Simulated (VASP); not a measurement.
## Hf16Si31 (a cell with a defect): relaxation of the atoms with PBE

The system is Hf16Si31 (a cell with a defect).

```
CELL_PARAMETERS angstrom
7.34400 0.00000 0.00000
0.00000 14.57000 0.00000
0.00000 0.00000 7.28200
ATOMIC_POSITIONS crystal
Hf 0.25000 0.60600 0.12500
Hf 0.25000 0.60600 0.62500
Hf 0.50000 0.10600 0.12500
Hf 0.50000 0.10600 0.62500
Hf 0.75000 0.60600 0.12500
Hf 0.75000 0.60600 0.62500
Hf 0.00000 0.10600 0.12500
Hf 0.00000 0.10600 0.62500
Hf 0.25000 0.39400 0.37500
Hf 0.25000 0.39400 0.87500
Hf 0.50000 0.89400 0.37500
Hf 0.50000 0.89400 0.87500
Hf 0.75000 0.39400 0.37500
Hf 0.75000 0.39400 0.87500
Hf 0.00000 0.89400 0.37500
Hf 0.00000 0.89400 0.87500
Si 0.25000 0.94100 0.12500
Si 0.25000 0.94100 0.62500
Si 0.50000 0.44100 0.12500
Si 0.50000 0.44100 0.62500
Si 0.75000 0.94100 0.12500
Si 0.75000 0.94100 0.62500
Si 0.00000 0.44100 0.12500
Si 0.00000 0.44100 0.62500
Si 0.25000 0.05900 0.37500
Si 0.25000 0.05900 0.87500
Si 0.50000 0.55900 0.37500
Si 0.50000 0.55900 0.87500
Si 0.75000 0.05900 0.37500
Si 0.75000 0.05900 0.87500
Si 0.00000 0.55900 0.37500
Si 0.00000 0.55900 0.87500
Si 0.25000 0.25000 0.12500
Si 0.25000 0.25000 0.62500
Si 0.50000 0.75000 0.12500
Si 0.50000 0.75000 0.62500
Si 0.75000 0.25000 0.12500
Si 0.75000 0.25000 0.62500
Si 0.00000 0.75000 0.12500
Si 0.00000 0.75000 0.62500
Si 0.25000 0.75000 0.37500
Si 0.25000 0.75000 0.87500
Si 0.50000 0.25000 0.37500
Si 0.50000 0.25000 0.87500
Si 0.75000 0.75000 0.37500
Si 0.75000 0.75000 0.87500
Si 0.00000 0.25000 0.37500
```

- Program: VASP 6.6.1
- Task: relaxation of the atoms
- Functional: PBE
- Potentials or basis: VASP PAW PBE potentials, release 64 (Hf_pv, Si)
- Cutoff: 520 eV
- k mesh: 3 × 2 × 3
- Occupations: methfessel-paxton, width 0.1 eV
- Spin: no spin polarisation
- Further INCAR settings: ALGO = Normal; EDIFF = 1e-06; IBRION = 2; EDIFFG = -0.02; NSW = 60

```json
{"Energy gained by relaxing": "11.2 meV/atom", "Ionic steps": "14", "Pressure after relaxing": "0.7 GPa", "Largest force after relaxing": "0.015 eV/Å", "Band gap on the k mesh": "none (metal or under the smearing width)"}
```

Forces in eV/Å, atoms in the order of the input:
```
Hf  -0.001  0.002 -0.002
Hf  -0.001  0.002  0.002
Hf   0.000 -0.010 -0.008
Hf   0.000 -0.010  0.008
Hf   0.001  0.002 -0.002
Hf   0.001  0.002  0.002
Hf   0.000 -0.003  0.004
Hf   0.000 -0.003 -0.004
Hf   0.001  0.008  0.000
Hf   0.001  0.000  0.000
Hf   0.000  0.000  0.000
Hf   0.000  0.001  0.000
Hf  -0.001  0.008  0.000
Hf  -0.001  0.000  0.000
Hf   0.000  0.000  0.000
Hf   0.000  0.002  0.000
Si  -0.001 -0.002  0.002
Si  -0.001 -0.002 -0.002
Si   0.000  0.004  0.004
Si   0.000  0.004 -0.004
Si   0.001 -0.002  0.002
Si   0.001 -0.002 -0.002
Si   0.000 -0.009 -0.005
Si   0.000 -0.009  0.005
Si  -0.006  0.002  0.000
Si   0.000 -0.003  0.000
Si   0.000  0.010  0.000
Si   0.000  0.015  0.000
Si   0.006  0.002  0.000
Si   0.000 -0.003  0.000
Si   0.000 -0.002  0.000
Si   0.000 -0.009  0.000
Si   0.003  0.003 -0.002
Si   0.003  0.003  0.002
Si   0.000  0.001  0.001
Si   0.000  0.001 -0.001
Si  -0.003  0.003 -0.002
Si  -0.003  0.003  0.002
Si   0.000 -0.003  0.000
Si   0.000 -0.003  0.000
Si   0.002 -0.001  0.000
Si   0.000  0.000  0.000
Si   0.000  0.004  0.000
Si   0.000 -0.009  0.000
Si  -0.002 -0.001  0.000
Si   0.000  0.000  0.000
Si   0.000  0.006  0.000
```

Stress tensor (GPa, compression positive):
```
 1.34  0.00  0.00
 0.00 -0.22  0.00
 0.00  0.00  1.06
```

The path:
```csv
step,energy change (eV),largest force (eV/Å),pressure (GPa)
1,0.0000,0.9932,0.69
2,-0.3345,0.5571,0.63
3,-0.4478,0.3750,0.70
4,-0.4884,0.1936,0.75
5,-0.4907,0.1938,0.77
6,-0.5070,0.1472,0.77
7,-0.5108,0.1465,0.78
8,-0.5201,0.0544,0.74
9,-0.5212,0.0570,0.72
10,-0.5229,0.0371,0.72
11,-0.5231,0.0364,0.72
12,-0.5239,0.0220,0.72
13,-0.5240,0.0257,0.73
14,-0.5243,0.0146,0.73
```

Final structure:
```cif
data_structure
_symmetry_space_group_name_H-M 'P 1'
_symmetry_Int_Tables_number 1
_cell_length_a 7.3440
_cell_length_b 14.5700
_cell_length_c 7.2820
_cell_angle_alpha 90.000
_cell_angle_beta 90.000
_cell_angle_gamma 90.000
_cell_volume 779.19
loop_
_atom_site_label
_atom_site_type_symbol
_atom_site_fract_x
_atom_site_fract_y
_atom_site_fract_z
_atom_site_occupancy
Hf1 Hf 0.24890 0.60466 0.12537 1
Hf2 Hf 0.24890 0.60466 0.62463 1
Hf3 Hf 0.50000 0.10447 0.12380 1
Hf4 Hf 0.50000 0.10447 0.62620 1
Hf5 Hf 0.75110 0.60466 0.12537 1
Hf6 Hf 0.75110 0.60466 0.62463 1
Hf7 Hf 0.00000 0.10441 0.13291 1
Hf8 Hf 0.00000 0.10441 0.61709 1
Hf9 Hf 0.25014 0.39477 0.37500 1
Hf10 Hf 0.25707 0.39581 0.87500 1
Hf11 Hf 0.50000 0.89472 0.37500 1
Hf12 Hf 0.50000 0.89423 0.87500 1
Hf13 Hf 0.74986 0.39477 0.37500 1
Hf14 Hf 0.74292 0.39581 0.87500 1
Hf15 Hf 0.00000 0.89504 0.37500 1
Hf16 Hf 0.00000 0.89486 0.87500 1
Si1 Si 0.24952 0.94839 0.12221 1
Si2 Si 0.24952 0.94839 0.62779 1
Si3 Si 0.50000 0.44515 0.12679 1
Si4 Si 0.50000 0.44515 0.62321 1
Si5 Si 0.75048 0.94839 0.12221 1
Si6 Si 0.75048 0.94839 0.62779 1
Si7 Si 0.00000 0.43936 0.12156 1
Si8 Si 0.00000 0.43936 0.62844 1
Si9 Si 0.25224 0.05474 0.37500 1
Si10 Si 0.24412 0.06209 0.87500 1
Si11 Si 0.50000 0.55429 0.37500 1
Si12 Si 0.50000 0.55146 0.87500 1
Si13 Si 0.74776 0.05474 0.37500 1
Si14 Si 0.75588 0.06209 0.87500 1
Si15 Si 0.00000 0.54998 0.37500 1
Si16 Si 0.00000 0.55138 0.87500 1
Si17 Si 0.24569 0.24976 0.12019 1
Si18 Si 0.24569 0.24976 0.62981 1
Si19 Si 0.50000 0.75000 0.12465 1
Si20 Si 0.50000 0.75000 0.62535 1
Si21 Si 0.75431 0.24976 0.12019 1
Si22 Si 0.75431 0.24976 0.62981 1
Si23 Si 0.00000 0.75027 0.12473 1
Si24 Si 0.00000 0.75027 0.62527 1
Si25 Si 0.24957 0.75011 0.37500 1
Si26 Si 0.24979 0.74997 0.87500 1
Si27 Si 0.50000 0.24962 0.37500 1
Si28 Si 0.50000 0.25017 0.87500 1
Si29 Si 0.75043 0.75011 0.37500 1
Si30 Si 0.75021 0.74997 0.87500 1
Si31 Si 0.00000 0.25070 0.37500 1
```

Levels at points of the mesh, in eV from the Fermi level:
| k point | band 137 | band 138 | band 139 | band 140 | band 141 | band 142 | band 143 | band 144 | band 145 | band 146 |
| --- | --- | --- | --- | --- | --- | --- | --- | --- | --- | --- |
| (0.00, 0.00, 0.00) | -0.60 | -0.45 | -0.39 | -0.33 | 0.23 | 0.28 | 0.29 | 0.38 | 0.44 | 0.55 |
| (0.00, 0.50, 0.00) | -0.36 | -0.36 | -0.24 | -0.22 | -0.20 | 0.14 | 0.17 | 0.27 | 0.29 | 0.33 |

Wall time 74 min on 8 MPI ranks on AMD EPYC 7R43 64-Core Processor (Zen 3), with other jobs on the host, peak memory 0.29 GiB a rank.

Spin-orbit coupling is left out, which matters for the levels of Hf.
